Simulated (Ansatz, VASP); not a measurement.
One calculation of Br, two programs

Contents of INCAR:

```
SYSTEM = Br
PREC = Accurate
ENCUT = 520
EDIFF = 1E-7
ISMEAR = -1
SIGMA = 0.1
LREAL = .False.
LASPH = .True.
NELM = 100
ALGO = Normal
ISIF = 2
LWAVE = .False.
LCHARG = .True.
GGA = PS
LELF = .True.
LVHAR = .True.
NBANDS = 14
```

The input KPOINTS:

```
Automatic mesh
0
Gamma
  14 14 8
  0 0 0
```

POSCAR

```
Br
1.0
    3.2518648590      0.0000000000      0.0000000000
   -1.6259324295      2.8161975776      0.0000000000
    0.0000000000      0.0000000000      4.3050292370
Br
2
Direct
    0.3333333333      0.6666666667      0.2500000000
    0.6666666667      0.3333333333      0.7500000000
```

Input for Ansatz:

```yaml
crystal:
  lattice:
    - [3.251864859, 0.0, 0.0]
    - [-1.6259324295, 2.8161975776, 0.0]
    - [0.0, 0.0, 4.305029237]
  atoms:
    - { symbol: Br, position: [0.3333333333, 0.6666666667, 0.25] }
    - { symbol: Br, position: [0.6666666667, 0.3333333333, 0.75] }
kpoints:
  mp_grid: { grid: [14, 14, 8] }
scf:
  occupations: { method: fermi_dirac, width: 0.1 }
hamiltonian:
  xc: pbesol
  pseudopotentials: { kind: paw }
output:
  forces: true
  stress: true
  eigenvalues: true
  populations: true
```

Change from the starting cell: volume scaled by 0.76, PAW files.

Alike in both runs: task single point; functional PBEsol; k mesh 14 × 14 × 8; occupations fermi-dirac, width 0.1 eV; no spin polarisation.

|  | VASP | Ansatz |
| --- | --- | --- |
| version | VASP 6.6.1 | Ansatz 0.2.0 |
| potentials or method | VASP PAW PBE potentials, release 64 (Br) | PAW with Ansatz's default frozen-core files, scalar-relativistic |
| plane-wave cutoff (eV) | 520 | 420 |
| valence electrons in the cell | 14 | 14 |

|  | VASP | Ansatz | Ansatz less VASP |
| --- | --- | --- | --- |
| pressure (GPa) | 16.0 | 15.9 | -0.10 |

Caveats: so large a pressure means that the cell lies far from this level's equilibrium, or that cutoff or potentials fall short (VASP); the potentials were made for another functional, which shifts forces and pressure (VASP).
